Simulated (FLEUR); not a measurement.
**AlAu: equation of state with SCAN**

AlAu:

```xyz
2
Lattice="3.2239 0.0000 0.0000 0.0000 3.2239 0.0000 0.0000 0.0000 3.2239" Properties=species:S:1:pos:R:3 pbc="T T T"
Au    1.6120    1.6120    1.6120
Al    0.0000    0.0000    0.0000
```

The cell comes from a database or a generator and needn't be the stable form of this composition.

- Program: FLEUR MaX-R8.1 (later development tree)
- Task: equation of state
- Functional: SCAN
- Potentials or basis: all-electron
- Basis: FLAPW
- Kmax: 4.41 1/bohr
- k mesh: 8 × 8 × 8
- Occupations: fermi-dirac, width 0.05 eV
- Spin: no spin polarisation

- Equilibrium volume: 15.63 Å³/atom (rough: see the caveat)
- Bulk modulus: 151 GPa (rough)

Energy against volume, from the lowest point:
```csv
volume (Å³/atom),energy (meV/atom)
15.749,0.00
16.084,5.50
16.755,32.33
17.425,75.85
17.760,102.35
```

Caveat: the minimum lies outside the volumes run; the meta-GGA is that of a development version, with a GGA for the radial functions and cores and without core tails. The run has no spin-orbit coupling, so splittings on Au are missing.
